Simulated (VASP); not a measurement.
# Si8O15 (a cell with a defect) in VASP: further runs

Runs on Si8O15 (a cell with a defect). Level: LDA. Tasks: single point.

All numbers are computed with VASP 6.6.1; they aren't measurements. Logs are shortened: lines on timing, memory, paths and dates and some standing lists are left out, and cuts for length are marked.

### 1 The structure

The cell holds a defect, 23 atoms: a = 7.880 Å, b = 7.802 Å, c = 7.242 Å, α = 63.95°, β = 62.03°, γ = 57.89°.

### 2 Single point, LDA

INCAR

```
PREC = Accurate
ENCUT = 520
EDIFF = 1E-6
ISMEAR = 0
SIGMA = 0.02
LREAL = Auto
LASPH = T
NELM = 100
ALGO = Fast
ISIF = 2
LWAVE = F
LCHARG = F
GGA = CA
NBANDS = 78
```

KPOINTS

```
Automatic mesh
0
Gamma
  2 2 2
```

POSCAR

```
Si8O15
1.0
   -0.2578880000      5.2562670000      5.8652090000
    5.1448570000     -0.0755360000      5.8652090000
    4.9010550000      5.3318030000      0.0000000000
Si O
8 15
Direct
    0.0616999964      0.0408396669      0.2102908321
    0.2341190505      0.5955343261      0.2668273198
    0.1793107218      0.9261833376      0.5244274105
    0.3415539833      0.2006576662      0.1499803165
    0.5654388509      0.5438993992      0.6619032820
    0.7328242229      0.0962022120      0.7450640294
    0.6827836851      0.4300832219      0.0656462876
    0.8372323626      0.6961892154      0.6540423232
    0.3341207091      0.6947260582      0.6349847730
    0.2342825452      0.4357448625      0.1805406253
    0.5795450928      0.4477082817      0.9061658932
    0.1953663157      0.1852674991      0.0627401037
    0.3289854187      0.0545873317      0.3950150903
    0.9769847670      0.0148958127      0.7260968173
    0.6580070214      0.3327071946      0.5898156389
    0.5781145530      0.0966270143      0.9911663301
    0.8299447653      0.1985321727      0.1736471722
    0.7381669510      0.9414756542      0.6459457217
    0.7138043653      0.6703851257      0.5468427714
    0.8153991659      0.5719544596      0.9068169931
    0.4731596091      0.5271917270      0.2549120256
    0.1463339351      0.8371065842      0.1260374305
    0.0836101118      0.6014356763      0.5148033126
```

Potentials or basis: VASP PAW LDA potentials, release 64 (Si, O).

On the command line:

```bash
$ cat potpaw_LDA.64/Si/POTCAR potpaw_LDA.64/O/POTCAR > POTCAR
$ mpirun -np 1 vasp_std > vasp.out
```

OUTCAR:

```text
PREC = Accurate
   ENCUT = 520
   EDIFF = 1E-6
   ISMEAR = 0
   LREAL = Auto
   LASPH = T
   NELM = 100
   ISIF = 2
   GGA = CA

 ion  position               nearest neighbor table
   1  0.062  0.041  0.210-  12 1.63  22 1.64  17 1.64   3 2.48   4 2.85   2 2.89   7 3.12
   2  0.234  0.596  0.267-  10 1.62  23 1.63  22 1.63  21 1.63   7 2.87   1 2.89   8 3.06   4 3.13

   3  0.179  0.926  0.524-  13 1.63  14 1.64   9 1.64   1 2.48   4 2.85   6 2.88   5 3.12
   4  0.342  0.201  0.150-  13 1.62  12 1.62  16 1.63  10 1.63   3 2.85   1 2.85   6 3.12   2 3.13

   5  0.565  0.544  0.662-   9 1.61  19 1.62  11 1.62  15 1.62   6 2.88   8 2.92   7 3.09   3 3.12

   6  0.733  0.096  0.745-  16 1.62  18 1.63  14 1.63  15 1.63   5 2.88   3 2.88   8 3.07   4 3.12
[... 6 lines left out ...]
  10  0.234  0.436  0.181-   2 1.62   4 1.63
  11  0.580  0.448  0.906-   5 1.62   7 1.62
  12  0.195  0.185  0.063-   4 1.62   1 1.63
  13  0.329  0.055  0.395-   4 1.62   3 1.63
  14  0.977  0.015  0.726-   6 1.63   3 1.64
  15  0.658  0.333  0.590-   5 1.62   6 1.63
  16  0.578  0.097  0.991-   6 1.62   4 1.63
  17  0.830  0.199  0.174-   7 1.61   1 1.64
  18  0.738  0.941  0.646-   8 1.62   6 1.63
  19  0.714  0.670  0.547-   5 1.62   8 1.63
  20  0.815  0.572  0.907-   7 1.62   8 1.63
  21  0.473  0.527  0.255-   7 1.62   2 1.63
  22  0.146  0.837  0.126-   2 1.63   1 1.64
  23  0.084  0.601  0.515-   8 1.62   2 1.63

  Warning from LATTYP: Got some problem with cell dimensions!
  Tried to take original basis but could not verify dimensions!
  LATTYP: Found a triclinic cell.
 ALAT       =     7.9811923351
 B/A-ratio  =     1.4698805298
 C/A-ratio  =     0.9073996502
 COS(alpha) =     0.0102933026
 COS(beta)  =     0.4781241688
 COS(gamma) =     0.7435053402

  Lattice vectors:

 A1 = (   0.2438020000,  -5.4073390000,   5.8652090000)
 A2 = (  -0.0140860000,  -0.1510720000,  11.7304180000)
 A3 = (  -4.9010550000,  -5.3318030000,   0.0000000000)

Analysis of symmetry for initial positions (statically):
=====================================================================
 Subroutine PRICEL returns:
 Original cell was already a primitive cell.

 Routine SETGRP: Setting up the symmetry group for a
 triclinic supercell.

 Subroutine GETGRP returns: Found  1 space group operations
 (whereof  1 operations were pure point group operations)
 out of a pool of  2 trial point group operations.

The static configuration has the point symmetry C_1 .

[... 141 lines left out ...]
   IBRION =     -1    ionic relax: 0-MD 1-quasi-New 2-CG
   NFREE  =      0    steps in history (QN), initial steepest desc. (CG)
   ISIF   =      2    stress and relaxation
   ISYM   =      2    0-nonsym 1-usesym 2-fastsym
   POTIM  = 0.5000    time-step for ionic-motion
   TEBEG  =    0.0;   TEEND  =   0.0 temperature during run
   PSTRESS=    0.0 pullay stress
   NELECT =     122.0000    total number of electrons
   NUPDOWN=      -1.0000    fix difference up-down
   EMIN   =  10.00;   EMAX   =-10.00  energy-range for DOS
   EFERMI =   0.00;   METHOD = LEGACY
   ISMEAR =     0;   SIGMA  =   0.02  broadening in eV -4-tet -1-fermi 0-gaus
   EFERMI_NEDOS =   21; number of points for ismear=-14 and -15
   IALGO  =     68    algorithm
   IMIX   =      4    mixing-type and parameters
     AMIX     =   0.40;   BMIX     =  1.00
     AMIX_MAG =   1.60;   BMIX_MAG =  1.00
  volume/ion in A,a.u.               =      14.01        94.54
  Fermi-wavevector in a.u.,A,eV,Ry     =   1.184340  2.238078 19.084368  1.402662
  Thomas-Fermi vector in A             =   2.320556
   LORBIT       =      0    0 simple, 1 ext, 2 COOP (PROOUT), +10 PAW based schemes
   GGA     = CA    functional components
   LHFCALC =     F    Hartree Fock is set to
   AEXX    =    0.0000 exact exchange contribution
   IVDW    =     0    specifies the selected vdW correction
   LEPSILON=     F    determine dielectric tensor
   LRPA    =     F    only Hartree local field effects (RPA)
 non-spin polarized calculation
 RMM-DIIS sequential band-by-band and
 Gauss-broadening in eV      SIGMA  =   0.02
  energy-cutoff  :      520.00
  volume of cell :      322.22
 maximum number of plane-waves:      8688
 NGX is ok and might be reduce to    60
   NGX = 29   NGY = 29   NGZ = 27

 number of electron     122.0000005 magnetization

 Free energy of the ion-electron system (eV)
  ---------------------------------------------------
  ext. energy  EPLUGINS =         0.00000000
  ---------------------------------------------------
  free energy    TOTEN  =      -194.20579178 eV

  energy without entropy =     -194.20579178  energy(sigma->0) =     -194.20579178

 E-fermi :   1.2920     XC(G=0):  -9.1433

 val. band max:        1.1637553790   @ k =   0.0000   0.0000   0.5000
 cond. band min:       5.7923762920   @ k =   0.5000   0.0000  -0.0000
 fundamental gap:      4.6286209129
 Fermi energy:         1.2920234419

 k-point     1 :       0.0000    0.0000    0.0000
  band No.  band energies     occupation
      1     -19.1562      2.00000
      2     -18.3243      2.00000
      3     -18.2959      2.00000
      4     -17.9660      2.00000
      5     -17.7500      2.00000
      6     -17.6189      2.00000
[... 597 lines left out ...]
     72       9.3121      0.00000
     73       9.5130      0.00000
 [bands above 73 left out]

------------------------ aborting loop because EDIFF is reached ----------------------------------------

  FORCE on cell =-STRESS in cart. coord.  units (eV):
  Direction    XX          YY          ZZ          XY          YZ          ZX
  --------------------------------------------------------------------------------------
  -------------------------------------------------------------------------------------
  Total       -7.1519158     -7.5635789      6.8538151      1.6900837      0.1411421     -0.3490570
  in kB      -35.5613280    -37.6082320     34.0790878      8.4035692      0.7017980     -1.7356093
  external PRESSURE =     -13.0301574 kB  Pullay stress =       0.0000000 kB

 VOLUME and BASIS-vectors are now :
 -----------------------------------------------------------------------------
  energy-cutoff  :      520.00
  volume of cell :      322.22
      direct lattice vectors                 reciprocal lattice vectors
    -0.257888000  5.256267000  5.865209000    -0.097051573  0.089210929  0.086280830
     5.144857000 -0.075536000  5.865209000     0.097051573 -0.089210929  0.084216078
     4.901055000  5.331803000  0.000000000     0.097051573  0.098342887 -0.083865390

 POSITION                                       TOTAL-FORCE (eV/Angst)
 -----------------------------------------------------------------------------------
      1.22485      1.44246      0.60142         0.036224     -0.001669     -0.041435
      4.31130      2.60828      4.86609        -0.009885      0.009200     -0.024419
      7.28909      3.66869      6.48395        -0.035835      0.000329     -0.044296
      1.67933      2.57981      3.18018         0.005377     -0.001082      0.080497
      5.89649      6.46015      6.50650        -0.010158     -0.070350     -0.038191
      3.95756      7.81719      4.86241         0.013927     -0.003515     -0.027869
[... 15 lines left out ...]
      4.88677      1.37795      5.76808        -0.026451     -0.033431     -0.000424
      5.59582      3.13888      4.01794        -0.006252      0.016074      0.007156
 -----------------------------------------------------------------------------------
    total drift:                               -0.000577     -0.007714     -0.003153

  FREE ENERGIE OF THE ION-ELECTRON SYSTEM (eV)
  ---------------------------------------------------
  free  energy   TOTEN  =      -194.2057917799 eV

  energy  without entropy=     -194.2057917799  energy(sigma->0) =     -194.20579178
```

OSZICAR:

```text
N       E                     dE             d eps       ncg     rms          rms(c)
DAV:   1     0.788282045814E+03    0.78828E+03   -0.63263E+04  1248   0.143E+03
DAV:   2    -0.151816044441E+03   -0.94010E+03   -0.91846E+03  1542   0.331E+02
DAV:   3    -0.218005535750E+03   -0.66189E+02   -0.65864E+02  1480   0.947E+01
DAV:   4    -0.219076131056E+03   -0.10706E+01   -0.10680E+01  1568   0.129E+01
DAV:   5    -0.219096031323E+03   -0.19900E-01   -0.19884E-01  1520   0.169E+00    0.398E+01
RMM:   6    -0.194311558172E+03    0.24784E+02   -0.95022E+01  1335   0.314E+01    0.180E+01
RMM:   7    -0.194436013205E+03   -0.12446E+00   -0.10336E+01  1487   0.944E+00    0.790E+00
RMM:   8    -0.194181470669E+03    0.25454E+00   -0.11287E+00  1501   0.415E+00    0.174E+00
RMM:   9    -0.194195996194E+03   -0.14526E-01   -0.31326E-01  1515   0.207E+00    0.663E-01
RMM:  10    -0.194207142468E+03   -0.11146E-01   -0.13778E-01  1600   0.104E+00    0.438E-01
RMM:  11    -0.194205272177E+03    0.18703E-02   -0.23498E-02  1501   0.553E-01    0.624E-02
RMM:  12    -0.194205866956E+03   -0.59478E-03   -0.50109E-03  1546   0.246E-01    0.101E-01
RMM:  13    -0.194205777482E+03    0.89474E-04   -0.12641E-03  1612   0.108E-01    0.309E-02
RMM:  14    -0.194205791275E+03   -0.13794E-04   -0.15520E-04  1613   0.396E-02    0.221E-02
RMM:  15    -0.194205796193E+03   -0.49172E-05   -0.22609E-05  1540   0.163E-02    0.185E-02
RMM:  16    -0.194205791461E+03    0.47313E-05   -0.27987E-05  1520   0.176E-02    0.539E-03
RMM:  17    -0.194205791780E+03   -0.31852E-06   -0.52475E-06  1390   0.783E-03
   1 F= -.19420579E+03 E0= -.19420579E+03  d E =-.277624E-20
```

Run time: 5.2 min. Hardware: 1 thread of AMD EPYC 7R13 (Zen 3), shared host; peak memory 0.35 GiB.

What came out:

```
Free energy            : -194.2058 eV
Pressure               : -1.3 GPa
Largest force          : 0.082 eV/Å
Band gap on the k mesh : 4.63 eV, indirect (least direct gap 4.77 eV)
```

Forces on the atoms (eV/Å):
```
Si   0.036 -0.002 -0.041
Si  -0.010  0.009 -0.024
Si  -0.036  0.000 -0.044
Si   0.005 -0.001  0.080
Si  -0.010 -0.070 -0.038
Si   0.014 -0.004 -0.028
Si   0.011  0.071 -0.038
Si   0.004 -0.003  0.042
O    0.000 -0.006 -0.012
O   -0.011 -0.004 -0.001
O   -0.002  0.008 -0.014
O   -0.017 -0.048  0.027
O    0.016  0.042  0.025
O    0.029  0.030  0.005
O   -0.032 -0.029  0.015
O    0.006  0.008 -0.004
O    0.000  0.006 -0.013
O   -0.006 -0.015 -0.002
O   -0.017 -0.029  0.022
O    0.021  0.026  0.022
O    0.030  0.027  0.017
O   -0.026 -0.033  0.000
O   -0.006  0.016  0.007
```

Stress tensor (GPa, compression positive):
```
-3.56  0.84 -0.17
 0.84 -3.76  0.07
-0.17  0.07  3.41
```

Caveat: the k mesh is coarse (spacing up to 0.51 Å⁻¹), so the values aren't converged. LDA gaps usually lie below the measured ones, often by a third to a half.

### 3 Single point, LDA

INCAR

```
PREC = Accurate
ENCUT = 520
EDIFF = 1E-7
ISMEAR = 0
SIGMA = 0.02
LREAL = Auto
LASPH = True
NELM = 100
ALGO = Fast
ISIF = 2
LWAVE = False
LCHARG = True
GGA = CA
LELF = True
LVHAR = True
NBANDS = 78
```

KPOINTS

```
regular mesh
0
Gamma
  2 2 2
```

POSCAR

```
Si8O15
1.0
   -0.2578880000      5.2562670000      5.8652090000
    5.1448570000     -0.0755360000      5.8652090000
    4.9010550000      5.3318030000      0.0000000000
Si O
8 15
Direct
    0.0567207034      0.0481418501      0.1734518566
    0.2114561330      0.6076747379      0.2755485467
    0.1871529978      0.9250668989      0.5649689827
    0.3353682000      0.2009447059      0.1578353974
    0.5804295586      0.5310490371      0.6607771501
    0.7335668873      0.0827480448      0.7571241996
    0.6782012144      0.4421117787      0.0580733573
    0.8728423060      0.6827460766      0.6237008619
    0.3437287361      0.6907961291      0.6524338466
    0.2291281886      0.4369359495      0.1850382395
    0.5808645522      0.4427139176      0.9064807357
    0.1934630175      0.1854501429      0.0627734731
    0.3215275789      0.0642629458      0.4084001618
    0.9717787721      0.0155081687      0.7538042739
    0.6596470057      0.3192219050      0.5963325788
    0.5721567651      0.0915320681      1.0015644316
    0.8180240420      0.2074345130      0.1724979438
    0.7416876813      0.9205600174      0.6654168394
    0.7362916966      0.6507575608      0.5338692166
    0.8445825468      0.5477005966      0.8815407325
    0.4610704704      0.5485642465      0.2425336260
    0.1338037977      0.8401056325      0.1025734223
    0.0938574186      0.9262542864      0.4081089961
```

Potentials or basis: VASP PAW LDA potentials, release 64 (Si, O).

On the command line:

```bash
$ cat potpaw_LDA.64/Si/POTCAR potpaw_LDA.64/O/POTCAR > POTCAR
$ mpirun -np 1 vasp_std > vasp.out
```

Run time: 4.9 min. Hardware: 1 thread of AMD EPYC 7R13 (Zen 3), shared host; peak memory 0.35 GiB.

The run converged. Its results:

```
Free energy            : -193.2421 eV
Pressure               : -2.8 GPa
Largest force          : 0.101 eV/Å
Band gap on the k mesh : 4.15 eV, indirect (least direct gap 4.20 eV)
```

Forces in eV/Å, atoms in the order of the input:
```
Si  -0.007 -0.087 -0.010
Si   0.049  0.012 -0.062
Si   0.028  0.092 -0.033
Si  -0.019 -0.008  0.067
Si   0.002 -0.056 -0.026
Si   0.000  0.007 -0.041
Si   0.019  0.057 -0.024
Si  -0.048  0.024  0.085
O   -0.002 -0.011 -0.002
O    0.008  0.008 -0.009
O    0.005 -0.002 -0.024
O   -0.008 -0.030  0.021
O    0.010  0.033  0.022
O    0.028  0.019  0.015
O   -0.041 -0.036  0.001
O   -0.005  0.008 -0.008
O    0.013  0.004 -0.005
O    0.000 -0.017  0.004
O   -0.032 -0.031  0.019
O    0.013  0.028  0.010
O    0.034  0.030  0.014
O   -0.035 -0.049  0.008
O   -0.011  0.003 -0.023
```

Stress tensor (GPa, compression positive):
```
-7.36  2.04  1.99
 2.04 -0.61 -0.22
 1.99 -0.22 -0.46
```

Levels at points of the mesh, in eV from the valence-band top:
```csv
k point,band 59,band 60,band 61,band 62,band 63,band 64
"(0.00, 0.00, 0.00)",-0.96,-0.89,-0.31,4.79,4.84,5.43
"(0.50, 0.00, 0.00)",-1.07,-0.98,-0.02,4.18,5.61,5.93
"(0.00, 0.50, 0.00)",-1.06,-0.96,-0.17,4.70,5.14,5.89
"(0.50, 0.50, 0.00)",-1.02,-0.88,0.00,4.32,5.36,5.62
"(0.00, 0.00, 0.50)",-1.13,-1.04,-0.06,4.15,5.52,5.96
"(0.50, 0.00, 0.50)",-1.15,-1.03,-0.23,4.83,5.09,6.13
"(0.00, 0.50, 0.50)",-1.14,-0.87,-0.02,4.31,5.70,6.15
"(0.50, 0.50, 0.50)",-1.05,-0.93,-0.14,4.76,5.23,5.79
```

Caveat: the k mesh is coarse (spacing up to 0.51 Å⁻¹), so the values aren't converged. Expect the measured gap to be larger: semilocal functionals such as LDA lack the derivative discontinuity.
